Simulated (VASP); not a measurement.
The system is SnSe.

```xyz
2
Lattice="0.0000 3.0100 3.0100 3.0100 0.0000 3.0100 3.0100 3.0100 0.0000" Properties=species:S:1:pos:R:3 pbc="T T T"
Sn    0.0000    0.0000    0.0000
Se    3.0100    3.0100    3.0100
```

The cell was built by a generator and needn't be a form met in nature.

```yaml
Program: VASP 6.6.1
Task: relaxation of cell and atoms
Functional: PBEsol
Potentials_or_basis: VASP PAW PBE potentials, release 64 (Sn_d, Se)
Cutoff: 600 eV
k_mesh: 10 × 10 × 10
Occupations: gaussian, width 0.03 eV
Spin: no spin polarisation
```

At the start: pressure -1.8 GPa; volume 27.27 Å³/atom.

Problem. How do energy, volume and symmetry change on relaxing?

Solution. Over 3 steps the energy falls by 5.3 meV/atom and the volume is 26.35 Å³/atom (-3.4 %); space group Fm-3m (No. 225, to 0.05 Å).

The path:
```csv
step,energy change (eV),largest force (eV/Å),pressure (GPa),volume (Å³)
1,0.0000,0.0000,-1.79,54.54
2,-0.0096,0.0000,0.58,52.17
3,-0.0105,0.0000,0.01,52.71
```

Final structure:
```cif
data_structure
_symmetry_space_group_name_H-M 'P 1'
_symmetry_Int_Tables_number 1
_cell_length_a 4.2085
_cell_length_b 4.2085
_cell_length_c 4.2085
_cell_angle_alpha 60.000
_cell_angle_beta 60.000
_cell_angle_gamma 60.000
_cell_volume 52.71
loop_
_atom_site_label
_atom_site_type_symbol
_atom_site_fract_x
_atom_site_fract_y
_atom_site_fract_z
_atom_site_occupancy
Sn1 Sn 0.00000 0.00000 0.00000 1
Se1 Se 0.50000 0.50000 0.50000 1
```

Caveat: the PAW data sets were made with another functional, which shifts forces and pressure a little.
